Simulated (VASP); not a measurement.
# HfS2 (P-3m1) in VASP: notebook, part 2 of 2

VASP 6.6.1. The steps go on from the part before.

## Step 3: Relaxation of cell and atoms, PBE+D3(BJ)

This run uses another cell than the first one, of 22.06 Å³/atom, 0.953 times its volume.

Input file INCAR:

```
SYSTEM = HfS2
ALGO = Normal
EDIFF = 1E-7
EDIFFG = -0.002
ENCUT = 520
GGA = PE
IBRION = 2
ISIF = 3
ISMEAR = 0
IVDW = 12
LASPH = .True.
LCHARG = .False.
LREAL = .False.
LWAVE = .False.
NELM = 60
NSW = 80
PREC = Accurate
SIGMA = 0.02
```

Input file KPOINTS:

```
k-points
0
Gamma
  3 3 2
  0 0 0
```

Input file POSCAR:

```
HfS2                                    
1.0
    3.6448997588     -0.0000000000      0.0000000000
   -1.8224498794      3.1565757842     -0.0000000000
   -0.0000000000     -0.0000000000      5.7523931354
  Hf              S             
     1     2
Direct
     0.0000000000000000    0.0000000000000000    1.0000000000000000
     0.6666666699999979    0.3333333300000021    0.7527296350946301
     0.3333333300000021    0.6666666699999979    0.2472703649053697
```

Potentials or basis: VASP PAW PBE potentials, release 64 (Hf_pv, S).

Command:

```sh
$ cat potpaw_PBE.64/Hf_pv/POTCAR potpaw_PBE.64/S/POTCAR > POTCAR
$ mpirun -np 1 vasp_std > vasp.out
```

OUTCAR:

```text
SYSTEM = HfS2
   EDIFF = 1E-7
   EDIFFG = -0.002
   ENCUT = 520
   GGA = PE
   IBRION = 2
   ISIF = 3
   ISMEAR = 0
   IVDW = 12
   LASPH = .True.
   LREAL = .False.
   NELM = 60
   NSW = 80
   PREC = Accurate
 IVDW          = 12

 ion  position               nearest neighbor table
   1  0.000  0.000  0.000-   2 2.54   3 2.54   3 2.54   2 2.54   2 2.54   3 2.54
   2  0.667  0.333  0.753-   1 2.54   1 2.54   1 2.54
   3  0.333  0.667  0.247-   1 2.54   1 2.54   1 2.54

  LATTYP: Found a hexagonal cell.
 ALAT       =     3.6448997588
 C/A-ratio  =     1.5782033845

  Lattice vectors:

 A1 = (   3.6448997588,   0.0000000000,   0.0000000000)
 A2 = (  -1.8224498794,   3.1565757842,   0.0000000000)
 A3 = (   0.0000000000,   0.0000000000,   5.7523931354)

Analysis of symmetry for initial positions (statically):
=====================================================================
 Subroutine PRICEL returns:
 Original cell was already a primitive cell.

 Routine SETGRP: Setting up the symmetry group for a
 hexagonal supercell.

 Subroutine GETGRP returns: Found 12 space group operations
 (whereof 12 operations were pure point group operations)
 out of a pool of 24 trial point group operations.

The static configuration has the point symmetry D_3d.

Analysis of symmetry for dynamics (positions and initial velocities):
=====================================================================
 Subroutine PRICEL returns:
 Original cell was already a primitive cell.

 Routine SETGRP: Setting up the symmetry group for a
 hexagonal supercell.

 Subroutine GETGRP returns: Found 12 space group operations
 (whereof 12 operations were pure point group operations)
 out of a pool of 24 trial point group operations.

The dynamic configuration has the point symmetry D_3d.

 Subroutine INISYM returns: Found 12 space group operations
 (whereof 12 operations are pure point group operations),
 and found     1 'primitive' translations

----------------------------------------------------------------------------------------

                                     Primitive cell

  volume of cell :      66.1836

  direct lattice vectors                    reciprocal lattice vectors
     3.644899759  0.000000000  0.000000000     0.274355968  0.158399492  0.000000000
    -1.822449879  3.156575784  0.000000000     0.000000000  0.316798984  0.000000000
     0.000000000  0.000000000  5.752393135     0.000000000  0.000000000  0.173840691

  length of vectors
     3.644899759  3.644899758  5.752393135     0.316798983  0.316798984  0.173840691

  position of ions in fractional coordinates (direct lattice)
     0.000000000  0.000000000  0.000000000
     0.666666670  0.333333330  0.752729635
     0.333333330  0.666666670  0.247270365

  ion indices of the primitive-cell ions
   primitive index   ion index
                 1           1
                 2           2
                 3           3

----------------------------------------------------------------------------------------

 KPOINTS: k-points
[... 32 lines left out ...]
   number of dos      NEDOS =    301   number of ions     NIONS =      3
   total plane-waves  NPLWV =  37632
   dimension x,y,z NGX =    28 NGY =   28 NGZ =   48
   dimension x,y,z NGXF=    56 NGYF=   56 NGZF=   96
   ions per type =               1   2
   NGX,Y,Z   is equivalent  to a cutoff of  12.77, 12.77, 13.87 a.u.
   NGXF,Y,Z  is equivalent  to a cutoff of  25.54, 25.54, 27.74 a.u.
 SYSTEM =  HfS2
   PREC   = accura    normal or accurate (medium, high low for compatibility)
   ISTART =      0    job   : 0-new  1-cont  2-samecut
   ICHARG =      2    charge: 1-file 2-atom 10-const
   ISPIN  =      1    spin polarized calculation?
   LNONCOLLINEAR =      F non collinear calculations
   LSORBIT =      F    spin-orbit coupling
   LASPH  =      T    aspherical Exc in radial PAW
   ENCUT  =  520.0 eV  38.22 Ry    6.18 a.u.   6.78  6.78 10.70*2*pi/ulx,y,z
   NELM   =     60;   NELMIN=  2; NELMDL= -5     # of ELM steps
   EDIFF  = 0.1E-06   stopping-criterion for ELM
   LREAL  =      F    real-space projection
   EDIFFG = -.2E-02   stopping-criterion for IOM
   NSW    =     80    number of steps for IOM
   IBRION =      2    ionic relax: 0-MD 1-quasi-New 2-CG
   NFREE  =      1    steps in history (QN), initial steepest desc. (CG)
   ISIF   =      3    stress and relaxation
   ISYM   =      2    0-nonsym 1-usesym 2-fastsym
   POTIM  = 0.5000    time-step for ionic-motion
   TEBEG  =    0.0;   TEEND  =   0.0 temperature during run
   PSTRESS=    0.0 pullay stress
   NELECT =      22.0000    total number of electrons
   NUPDOWN=      -1.0000    fix difference up-down
   EMIN   =  10.00;   EMAX   =-10.00  energy-range for DOS
   EFERMI =   0.00;   METHOD = LEGACY
   ISMEAR =     0;   SIGMA  =   0.02  broadening in eV -4-tet -1-fermi 0-gaus
   EFERMI_NEDOS =   21; number of points for ismear=-14 and -15
   IALGO  =     38    algorithm
   IMIX   =      4    mixing-type and parameters
     AMIX     =   0.40;   BMIX     =  1.00
     AMIX_MAG =   1.60;   BMIX_MAG =  1.00
  volume/ion in A,a.u.               =      22.06       148.88
  Fermi-wavevector in a.u.,A,eV,Ry     =   1.134050  2.143044 17.498042  1.286070
  Thomas-Fermi vector in A             =   2.270754
   LORBIT       =      0    0 simple, 1 ext, 2 COOP (PROOUT), +10 PAW based schemes
   GGA     = PE    functional components
   LHFCALC =     F    Hartree Fock is set to
   AEXX    =    0.0000 exact exchange contribution
   IVDW    =    12    specifies the selected vdW correction
   LEPSILON=     F    determine dielectric tensor
   LRPA    =     F    only Hartree local field effects (RPA)
 conjugate gradient relaxation of ions
 non-spin polarized calculation
 Gauss-broadening in eV      SIGMA  =   0.02
  energy-cutoff  :      520.00
  volume of cell :       66.18
 maximum number of plane-waves:      1818
 NGX is ok and might be reduce to    28
   NGX = 13   NGY = 13   NGZ = 21

 number of electron      22.0000000 magnetization

 Free energy of the ion-electron system (eV)
  ---------------------------------------------------
  ext. energy  EPLUGINS =         0.00000000
  ---------------------------------------------------
  free energy    TOTEN  =       -22.67500410 eV

  energy without entropy =      -22.67500410  energy(sigma->0) =      -22.67500410

 E-fermi :   3.6831     XC(G=0):  -9.7114

 val. band max:        3.5959796673   @ k =   0.0000   0.0000   0.0000
 cond. band min:       4.7276549077   @ k =   0.3333  -0.0000   0.5000
 fundamental gap:      1.1316752403
 Fermi energy:         3.6831103175

 k-point     1 :       0.0000    0.0000    0.0000
  band No.  band energies     occupation
      1     -27.4443      2.00000
      2     -27.2865      2.00000
      3     -27.2865      2.00000
      4      -9.6830      2.00000
      5      -7.8636      2.00000
      6      -1.3584      2.00000
      7       0.5675      2.00000
      8       0.5675      2.00000
      9       3.3467      2.00000
     10       3.3467      2.00000
     11       3.5960      2.00000
     12       5.3450      0.00000
     13       5.3450      0.00000
     14       6.0402      0.00000
[... 77 lines left out ...]
      2     -27.4144      2.00000
      3     -27.4042      2.00000
      4      -8.0762      2.00000
      5      -8.0762      2.00000
      6      -0.3156      2.00000
      7      -0.3156      2.00000
      8      -0.2853      2.00000
      9       1.2162      2.00000
     10       1.6838      2.00000
     11       1.6838      2.00000
     12       6.0939      0.00000
     13       6.7588      0.00000
     14       6.7588      0.00000
     15       9.6896      0.00000

------------------------ aborting loop because EDIFF is reached ----------------------------------------

 Edisp (eV)   -1.00124

 E8    (eV) :    -0.4318

  FORCE on cell =-STRESS in cart. coord.  units (eV):
  Direction    XX          YY          ZZ          XY          YZ          ZX
  --------------------------------------------------------------------------------------
  -------------------------------------------------------------------------------------
  Total       0.00219     0.00219    -0.00248    -0.00000     0.00000    -0.00000
  in kB       0.05292     0.05292    -0.06012    -0.00000     0.00000    -0.00000
  external pressure =        0.02 kB  Pullay stress =        0.00 kB

 VOLUME and BASIS-vectors are now :
 -----------------------------------------------------------------------------
  energy-cutoff  :      520.00
  volume of cell :       66.18
      direct lattice vectors                 reciprocal lattice vectors
     3.644899759  0.000000000  0.000000000     0.274355968  0.158399492  0.000000000
    -1.822449879  3.156575784  0.000000000     0.000000000  0.316798984  0.000000000
     0.000000000  0.000000000  5.752393135     0.000000000  0.000000000  0.173840691

 POSITION                                       TOTAL-FORCE (eV/Angst)
 -----------------------------------------------------------------------------------
      0.00000      0.00000      0.00000         0.000000      0.000000      0.000000
      1.82245      1.05219      4.33000         0.000000      0.000000     -0.000244
     -0.00000      2.10438      1.42240        -0.000000      0.000000      0.000244
 -----------------------------------------------------------------------------------
    total drift:                               -0.000000      0.000000      0.000000

  FREE ENERGIE OF THE ION-ELECTRON SYSTEM (eV)
  ---------------------------------------------------
  free  energy   TOTEN  =       -23.6762458027 eV

  energy  without entropy=      -23.6762458027  energy(sigma->0) =      -23.67624580

 reached required accuracy - stopping structural energy minimisation
```

Wall time 6.4 s (1 thread of Intel Xeon Platinum 8488C (Sapphire Rapids), shared host); peak memory 0.18 GiB.

Results:

- Free energy: -23.6762 eV
- Pressure after relaxing: 0.0 GPa
- Band gap on the k mesh: 1.13 eV, indirect (least direct gap 1.75 eV)
- Dispersion energy per atom: -0.334 eV

Final structure:
```
Hf S
1.0
     3.64490    0.00000    0.00000
    -1.82245    3.15658    0.00000
     0.00000    0.00000    5.75239
Hf S
1 2
Direct
  0.00000 0.00000 0.00000
  0.66667 0.33333 0.75273
  0.33333 0.66667 0.24727
```

Levels at points of the mesh, in eV from the valence-band top:
```csv
k point,band 7,band 8,band 9,band 10,band 11,band 12,band 13,band 14,band 15
"(0.00, 0.00, 0.00)",-3.03,-3.03,-0.25,-0.25,0.00,1.75,1.75,2.44,5.24
"(0.00, 0.00, 0.50)",-2.98,-2.98,-1.98,-0.41,-0.41,1.69,1.69,2.66,5.76
```

Caveat: the k mesh is coarse (spacing up to 0.66 Å⁻¹), so the values aren't converged; the relaxation stopped at its first step, so nothing moved; spin-orbit coupling is left out, which moves the levels of the heavy elements; an odd mesh through Γ misses points on the zone boundary, where band edges often lie.
